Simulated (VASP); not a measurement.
# MnS (Fm-3m) in VASP: a series of runs, part 2 of 2

VASP 6.6.1. Earlier steps stand in the parts before.

### 3 Single point, r2SCAN, collinear spin, twin_end start

The input, POSCAR:

```
MnS
1.0
    0.0000000000      2.6122498900      2.6122498900
    2.6122498900      0.0000000000      2.6122498900
    2.6122498900      2.6122498900      0.0000000000
Mn S
1 1
Direct
    0.0000000000      0.0000000000      0.0000000000
    0.5000000000      0.5000000000      0.5000000000
```

The input, INCAR.step1:

```
ALGO     = Normal         # electronic algorithm
EDIFF    = 1E-4           # SCF threshold, eV
ENCUT    = 520            # plane-wave cutoff, eV
GGA      = PE             # functional
ISMEAR   = 0              # smearing method
ISPIN    = 2              # spin polarisation
LASPH    = T              # aspherical terms in the spheres
LCHARG   = F              # write CHGCAR
LMAXMIX  = 4              # l up to which the mixer works
LREAL    = F              # projectors in reciprocal space
LWAVE    = T              # write WAVECAR
MAGMOM   = 4.9 0.2        # initial moments
NBANDS   = 20             # bands
NELM     = 150            # most SCF steps
PREC     = Accurate       # precision mode
SIGMA    = 0.05           # smearing width, eV
```

The input, INCAR.step2:

```
ALGO     = Normal         # electronic algorithm
EDIFF    = 1E-6           # SCF threshold, eV
ENCUT    = 520            # plane-wave cutoff, eV
ISIF     = 2              # what is computed and relaxed
ISMEAR   = 0              # smearing method
ISPIN    = 2              # spin polarisation
ISTART   = 1            
LASPH    = T              # aspherical terms in the spheres
LCHARG   = F              # write CHGCAR
LMAXMIX  = 4              # l up to which the mixer works
LMIXTAU  = T            
LORBIT   = 11             # projections on sites
LREAL    = F              # projectors in reciprocal space
LWAVE    = F              # write WAVECAR
MAGMOM   = 4.9 0.2        # initial moments
METAGGA  = R2SCAN         # meta-GGA
NBANDS   = 20             # bands
NELM     = 150            # most SCF steps
PREC     = Accurate       # precision mode
SIGMA    = 0.05           # smearing width, eV
```

The input, KPOINTS:

```
k-points
0
Gamma
  6 6 6
```

Potentials or basis: VASP PAW PBE potentials, release 64 (Mn_pv, S).

On the command line:

```console
cat potpaw_PBE.64/Mn_pv/POTCAR potpaw_PBE.64/S/POTCAR > POTCAR
cp INCAR.step1 INCAR
mpirun -np 1 vasp_std > vasp.out
cp INCAR.step2 INCAR
mpirun -np 1 vasp_std > vasp.out
```

OUTCAR:

```text
EDIFF = 1E-6
   ENCUT = 520
   ISIF = 2
   ISMEAR = 0
   ISPIN = 2
   ISTART = 1
   LASPH = T
   LORBIT = 11
   LREAL = F
   METAGGA = R2SCAN
   NELM = 150
   PREC = Accurate

 ion  position               nearest neighbor table
   1  0.000  0.000  0.000-   2 2.61   2 2.61   2 2.61   2 2.61   2 2.61   2 2.61
   2  0.500  0.500  0.500-   1 2.61   1 2.61   1 2.61   1 2.61   1 2.61   1 2.61

  LATTYP: Found a face centered cubic cell.
 ALAT       =     5.2244997800

  Lattice vectors:

 A1 = (   0.0000000000,   2.6122498900,   2.6122498900)
 A2 = (   2.6122498900,   0.0000000000,   2.6122498900)
 A3 = (   2.6122498900,   2.6122498900,   0.0000000000)

Analysis of symmetry for initial positions (statically):
=====================================================================
 Subroutine PRICEL returns:
 Original cell was already a primitive cell.

 Routine SETGRP: Setting up the symmetry group for a
 face centered cubic supercell.

 Subroutine GETGRP returns: Found 48 space group operations
 (whereof 48 operations were pure point group operations)
 out of a pool of 48 trial point group operations.

The static configuration has the point symmetry O_h .

Analysis of symmetry for dynamics (positions and initial velocities):
=====================================================================
 Subroutine PRICEL returns:
 Original cell was already a primitive cell.

 Routine SETGRP: Setting up the symmetry group for a
 face centered cubic supercell.

 Subroutine GETGRP returns: Found 48 space group operations
 (whereof 48 operations were pure point group operations)
 out of a pool of 48 trial point group operations.

The dynamic configuration has the point symmetry O_h .

Analysis of structural, dynamic, and magnetic symmetry:
=====================================================================
 Subroutine PRICEL returns:
 Original cell was already a primitive cell.

 Routine SETGRP: Setting up the symmetry group for a
 face centered cubic supercell.

 Subroutine GETGRP returns: Found 48 space group operations
 (whereof 48 operations were pure point group operations)
 out of a pool of 48 trial point group operations.

The overall configuration has the point symmetry O_h .

 Subroutine INISYM returns: Found 48 space group operations
 (whereof 48 operations are pure point group operations),
 and found     1 'primitive' translations

----------------------------------------------------------------------------------------

                                     Primitive cell

  volume of cell :      35.6512

  direct lattice vectors                    reciprocal lattice vectors
     0.000000000  2.612249890  2.612249890    -0.191405884  0.191405884  0.191405884
     2.612249890  0.000000000  2.612249890     0.191405884 -0.191405884  0.191405884
     2.612249890  2.612249890  0.000000000     0.191405884  0.191405884 -0.191405884

  length of vectors
[... 61 lines left out ...]
   NGX,Y,Z   is equivalent  to a cutoff of  12.60, 12.60, 12.60 a.u.
   NGXF,Y,Z  is equivalent  to a cutoff of  25.20, 25.20, 25.20 a.u.
 SYSTEM =  unknown system
   PREC   = accura    normal or accurate (medium, high low for compatibility)
   ISTART =      1    job   : 0-new  1-cont  2-samecut
   ICHARG =      0    charge: 1-file 2-atom 10-const
   ISPIN  =      2    spin polarized calculation?
   LNONCOLLINEAR =      F non collinear calculations
   LSORBIT =      F    spin-orbit coupling
   LASPH  =      T    aspherical Exc in radial PAW
   ENCUT  =  520.0 eV  38.22 Ry    6.18 a.u.   6.87  6.87  6.87*2*pi/ulx,y,z
   NELM   =    150;   NELMIN=  2; NELMDL=  0     # of ELM steps
   EDIFF  = 0.1E-05   stopping-criterion for ELM
   LREAL  =      F    real-space projection
   EDIFFG = 0.1E-04   stopping-criterion for IOM
   NSW    =      0    number of steps for IOM
   IBRION =     -1    ionic relax: 0-MD 1-quasi-New 2-CG
   NFREE  =      0    steps in history (QN), initial steepest desc. (CG)
   ISIF   =      2    stress and relaxation
   ISYM   =      2    0-nonsym 1-usesym 2-fastsym
   POTIM  = 0.5000    time-step for ionic-motion
   TEBEG  =    0.0;   TEEND  =   0.0 temperature during run
   PSTRESS=    0.0 pullay stress
   NELECT =      19.0000    total number of electrons
   NUPDOWN=      -1.0000    fix difference up-down
   EMIN   =  10.00;   EMAX   =-10.00  energy-range for DOS
   EFERMI =   0.00;   METHOD = LEGACY
   ISMEAR =     0;   SIGMA  =   0.05  broadening in eV -4-tet -1-fermi 0-gaus
   EFERMI_NEDOS =   21; number of points for ismear=-14 and -15
   IALGO  =     38    algorithm
   IMIX   =      4    mixing-type and parameters
     AMIX     =   0.40;   BMIX     =  1.00
     AMIX_MAG =   1.60;   BMIX_MAG =  1.00
  volume/ion in A,a.u.               =      17.83       120.29
  Fermi-wavevector in a.u.,A,eV,Ry     =   1.327297  2.508227 23.969605  1.761716
  Thomas-Fermi vector in A             =   2.456619
   LORBIT       =     11    0 simple, 1 ext, 2 COOP (PROOUT), +10 PAW based schemes
   METAGGA = R2SCAN    functional components
   LHFCALC =     F    Hartree Fock is set to
   AEXX    =    0.0000 exact exchange contribution
   IVDW    =     0    specifies the selected vdW correction
   LEPSILON=     F    determine dielectric tensor
   LRPA    =     F    only Hartree local field effects (RPA)
 spin polarized calculation
 Gauss-broadening in eV      SIGMA  =   0.05
  energy-cutoff  :      520.00
  volume of cell :       35.65
 maximum number of plane-waves:       982
   NGX = 13   NGY = 13   NGZ = 13

 number of electron      18.9999987 magnetization       4.9721667

 Free energy of the ion-electron system (eV)
  ---------------------------------------------------
  ext. energy  EPLUGINS =         0.00000000
  ---------------------------------------------------
  free energy    TOTEN  =       -24.87425316 eV

  energy without entropy =      -24.87375638  energy(sigma->0) =      -24.87400477

 E-fermi :   6.5528     XC(G=0): -11.1679

 val. band max:        6.5415930065   @ k =   0.5000   0.0000   0.0000
 cond. band min:       6.6989925060   @ k =   0.3333   0.3333   0.0000
 fundamental gap:      0.1573994996
 Fermi energy:         6.5528473011

 spin component 1

 k-point     1 :       0.0000    0.0000    0.0000
  band No.  band energies     occupation
      1     -46.7278      1.00000
      2     -46.7278      1.00000
      3     -46.7277      1.00000
      4      -8.6381      1.00000
      5       2.4949      1.00000
      6       2.4949      1.00000
[... 344 lines left out ...]
      6       1.2984      1.00000
[... 12 lines left out ...]
     19      21.1958      0.00000
     20      22.9612      0.00000
 Fermi energy:         6.5528473011

 spin component 2

 k-point     1 :       0.0000    0.0000    0.0000
  band No.  band energies     occupation
      1     -40.4724      1.00000
      2     -40.4724      1.00000
      3     -40.4722      1.00000
      4      -8.2885      1.00000
      5       4.8340      1.00000
      6       4.8340      1.00000
[... 357 lines left out ...]
     19      22.0221      0.00000
     20      23.9907      0.00000

------------------------ aborting loop because EDIFF is reached ----------------------------------------

  FORCE on cell =-STRESS in cart. coord.  units (eV):
  Direction    XX          YY          ZZ          XY          YZ          ZX
  --------------------------------------------------------------------------------------
  -------------------------------------------------------------------------------------
  Total       -0.0916092     -0.0916092     -0.0916092      0.0000000      0.0000000     -0.0000000
  in kB       -4.1169475     -4.1169475     -4.1169475      0.0000000      0.0000000     -0.0000000
  external PRESSURE =      -4.1169475 kB  Pullay stress =       0.0000000 kB

 VOLUME and BASIS-vectors are now :
 -----------------------------------------------------------------------------
  energy-cutoff  :      520.00
  volume of cell :       35.65
      direct lattice vectors                 reciprocal lattice vectors
     0.000000000  2.612249890  2.612249890    -0.191405884  0.191405884  0.191405884
     2.612249890  0.000000000  2.612249890     0.191405884 -0.191405884  0.191405884
     2.612249890  2.612249890  0.000000000     0.191405884  0.191405884 -0.191405884

 POSITION                                       TOTAL-FORCE (eV/Angst)
 -----------------------------------------------------------------------------------
      0.00000      0.00000      0.00000        -0.000000      0.000000      0.000000
      2.61225      2.61225      2.61225         0.000000     -0.000000     -0.000000
 -----------------------------------------------------------------------------------
    total drift:                               -0.000000      0.000000      0.000000

  FREE ENERGIE OF THE ION-ELECTRON SYSTEM (eV)
  ---------------------------------------------------
  free  energy   TOTEN  =       -24.8742531575 eV

  energy  without entropy=      -24.8737563770  energy(sigma->0) =      -24.87400477

 total charge

# of ion       s       p       d       tot
------------------------------------------
    1        0.217   6.158   4.896  11.271
    2        1.310   2.475   0.000   3.785
--------------------------------------------------
tot          1.527   8.633   4.896  15.056

 magnetization (x)

# of ion       s       p       d       tot
------------------------------------------
    1        0.050   0.037   4.409   4.496
    2        0.029   0.106   0.000   0.135
--------------------------------------------------
tot          0.079   0.142   4.409   4.630
```

Wall time 59 s (1 thread of AMD EPYC 9R45 (Zen 5), shared host); peak memory 0.16 GiB.

Results:

```yaml
Free_energy: -24.8743 eV
Pressure: -0.4 GPa
Band_gap_on_the_k_mesh: none (metal or under the smearing width)
Net_moment: 4.97 μB per cell
Site_moments: Mn +4.50; S +0.14 μB
Valence_electrons_inside_the_program's_atomic_spheres: Mn 11.27; S 3.79
```

Levels at points of the mesh, in eV from the Fermi level:
Spin up:
| k point | band 8 | band 9 | band 10 | band 11 | band 12 | band 13 | band 14 | band 15 | band 16 | band 17 |
| --- | --- | --- | --- | --- | --- | --- | --- | --- | --- | --- |
| (0.00, 0.00, 0.00) | -3.98 | -3.98 | -2.05 | -2.05 | -2.05 | 2.02 | 8.80 | 8.80 | 8.80 | 11.08 |
| (0.50, 0.00, 0.00) | -3.60 | -3.60 | -3.16 | -0.01 | -0.01 | 3.12 | 5.64 | 5.64 | 8.82 | 12.69 |
| (0.50, 0.50, 0.00) | -3.67 | -3.67 | -3.48 | -3.48 | -2.98 | 0.95 | 5.53 | 10.73 | 12.49 | 12.49 |
Spin down:
```
           k point  band 5  band 6  band 7  band 8  band 9  band 10
(0.00, 0.00, 0.00)   -1.72   -1.72   -1.72    1.12    1.12     1.12
(0.50, 0.00, 0.00)   -6.51   -3.34   -3.34    2.24    2.24     2.41
(0.50, 0.50, 0.00)   -5.74   -3.30   -3.30   -0.14    1.61     2.42
```

Caveat: the PAW data sets were made with another functional, which shifts forces and pressure a little; a cell with one magnetic atom can't hold antiferromagnetic order, which such compounds often take; semilocal functionals often make such compounds metallic where correlation or magnetic order opens a gap, which also shifts bond lengths. With open d or f shells a metallic result of r2SCAN can be an artefact of self-interaction; +U or a hybrid may open a gap.

### 4 Single point, r2SCAN, collinear spin, twin_end start

POSCAR is that of step 3.

The input, INCAR.step1:

```
SYSTEM = MnS
PREC = Accurate
ENCUT = 520
ISMEAR = 0
SIGMA = 0.05
LREAL = .FALSE.
LASPH = .TRUE.
NELM = 150
ISPIN = 2
MAGMOM = 4.9 0.2
LMAXMIX = 4
NBANDS = 20
GGA = PE
ALGO = Normal
EDIFF = 1E-4
LWAVE = .TRUE.
LCHARG = .FALSE.
```

The input, INCAR.step2:

```
SYSTEM = MnS
PREC = Accurate
ENCUT = 520
EDIFF = 1E-7
ISMEAR = 0
SIGMA = 0.05
LREAL = .FALSE.
LASPH = .TRUE.
NELM = 150
ALGO = Normal
ISIF = 2
LWAVE = .FALSE.
LCHARG = .FALSE.
ISPIN = 2
MAGMOM = 4.9 0.2
LORBIT = 11
LMAXMIX = 4
METAGGA = R2SCAN
LMIXTAU = .TRUE.
NBANDS = 20
ISTART = 1
```

The input, KPOINTS:

```
regular mesh
0
G
  6 6 6
  0 0 0
```

Potentials or basis: VASP PAW PBE potentials, release 64 (Mn_pv, S).

On the command line:

```console
cat potpaw_PBE.64/Mn_pv/POTCAR potpaw_PBE.64/S/POTCAR > POTCAR
cp INCAR.step1 INCAR
mpirun -np 1 vasp_std > vasp.out
cp INCAR.step2 INCAR
mpirun -np 1 vasp_std > vasp.out
```

OUTCAR:

```text
SYSTEM = MnS
   PREC = Accurate
   ENCUT = 520
   EDIFF = 1E-7
   ISMEAR = 0
   LREAL = .FALSE.
   LASPH = .TRUE.
   NELM = 150
   ISIF = 2
   ISPIN = 2
   LORBIT = 11
   METAGGA = R2SCAN
   ISTART = 1

 ion  position               nearest neighbor table
   1  0.000  0.000  0.000-   2 2.61   2 2.61   2 2.61   2 2.61   2 2.61   2 2.61
   2  0.500  0.500  0.500-   1 2.61   1 2.61   1 2.61   1 2.61   1 2.61   1 2.61

  LATTYP: Found a face centered cubic cell.
 ALAT       =     5.2244997800

  Lattice vectors:

 A1 = (   0.0000000000,   2.6122498900,   2.6122498900)
 A2 = (   2.6122498900,   0.0000000000,   2.6122498900)
 A3 = (   2.6122498900,   2.6122498900,   0.0000000000)

Analysis of symmetry for initial positions (statically):
=====================================================================
 Subroutine PRICEL returns:
 Original cell was already a primitive cell.

 Routine SETGRP: Setting up the symmetry group for a
 face centered cubic supercell.

 Subroutine GETGRP returns: Found 48 space group operations
[... 556 lines left out ...]
      4      -8.2885      1.00000
      5       4.8340      1.00000
      6       4.8340      1.00000
[... 357 lines left out ...]
     19      22.0221      0.00000
     20      23.9907      0.00000

------------------------ aborting loop because EDIFF is reached ----------------------------------------

  FORCE on cell =-STRESS in cart. coord.  units (eV):
  Direction    XX          YY          ZZ          XY          YZ          ZX
  --------------------------------------------------------------------------------------
  -------------------------------------------------------------------------------------
  Total       -0.0909329     -0.0909329     -0.0909329      0.0000000      0.0000000     -0.0000000
  in kB       -4.0865542     -4.0865542     -4.0865542      0.0000000      0.0000000     -0.0000000
  external PRESSURE =      -4.0865542 kB  Pullay stress =       0.0000000 kB

 VOLUME and BASIS-vectors are now :
 -----------------------------------------------------------------------------
  energy-cutoff  :      520.00
  volume of cell :       35.65
      direct lattice vectors                 reciprocal lattice vectors
     0.000000000  2.612249890  2.612249890    -0.191405884  0.191405884  0.191405884
     2.612249890  0.000000000  2.612249890     0.191405884 -0.191405884  0.191405884
     2.612249890  2.612249890  0.000000000     0.191405884  0.191405884 -0.191405884

 POSITION                                       TOTAL-FORCE (eV/Angst)
 -----------------------------------------------------------------------------------
      0.00000      0.00000      0.00000         0.000000     -0.000000      0.000000
      2.61225      2.61225      2.61225        -0.000000      0.000000     -0.000000
 -----------------------------------------------------------------------------------
    total drift:                               -0.000000      0.000000      0.000000

  FREE ENERGIE OF THE ION-ELECTRON SYSTEM (eV)
  ---------------------------------------------------
  free  energy   TOTEN  =       -24.8742526509 eV

  energy  without entropy=      -24.8737558704  energy(sigma->0) =      -24.87400426

 total charge

# of ion       s       p       d       tot
------------------------------------------
    1        0.217   6.158   4.896  11.271
    2        1.310   2.475   0.000   3.785
--------------------------------------------------
tot          1.527   8.633   4.896  15.056

 magnetization (x)

# of ion       s       p       d       tot
------------------------------------------
    1        0.050   0.037   4.409   4.496
    2        0.029   0.106   0.000   0.135
--------------------------------------------------
tot          0.079   0.142   4.409   4.630
```

Wall time 70 s (1 thread of AMD EPYC 9R45 (Zen 5), shared host); peak memory 0.16 GiB.

Results:

```
Free energy                                           : -24.8743 eV
Pressure                                              : -0.4 GPa
Band gap on the k mesh                                : none (metal or under the smearing width)
Net moment                                            : 4.97 μB per cell
Site moments                                          : Mn +4.50; S +0.14 μB
Valence electrons inside the program's atomic spheres : Mn 11.27; S 3.79
```

Levels at points of the mesh, in eV from the Fermi level:
Spin up:
```csv
k point,band 10,band 11,band 12,band 13,band 14,band 15
"(0.00, 0.00, 0.00)",-2.05,-2.05,-2.05,2.02,8.80,8.80
"(0.50, 0.00, 0.00)",-3.16,-0.01,-0.01,3.12,5.64,5.64
"(0.50, 0.50, 0.00)",-3.48,-3.48,-2.98,0.95,5.53,10.73
```
Spin down:
| k point | band 3 | band 4 | band 5 | band 6 | band 7 | band 8 | band 9 | band 10 | band 11 | band 12 |
| --- | --- | --- | --- | --- | --- | --- | --- | --- | --- | --- |
| (0.00, 0.00, 0.00) | -47.02 | -14.84 | -1.72 | -1.72 | -1.72 | 1.12 | 1.12 | 1.12 | 1.12 | 1.12 |
| (0.50, 0.00, 0.00) | -47.03 | -13.52 | -6.51 | -3.34 | -3.34 | 2.24 | 2.24 | 2.41 | 3.87 | 4.06 |
| (0.50, 0.50, 0.00) | -47.03 | -13.34 | -5.74 | -3.30 | -3.30 | -0.14 | 1.61 | 2.42 | 2.51 | 2.51 |

Caveat: the PAW data sets were made with another functional, which shifts forces and pressure a little; a cell with one magnetic atom can't hold antiferromagnetic order, which such compounds often take; semilocal functionals often make such compounds metallic where correlation or magnetic order opens a gap, which also shifts bond lengths. With open d or f shells a metallic result of r2SCAN can be an artefact of self-interaction; +U or a hybrid may open a gap.
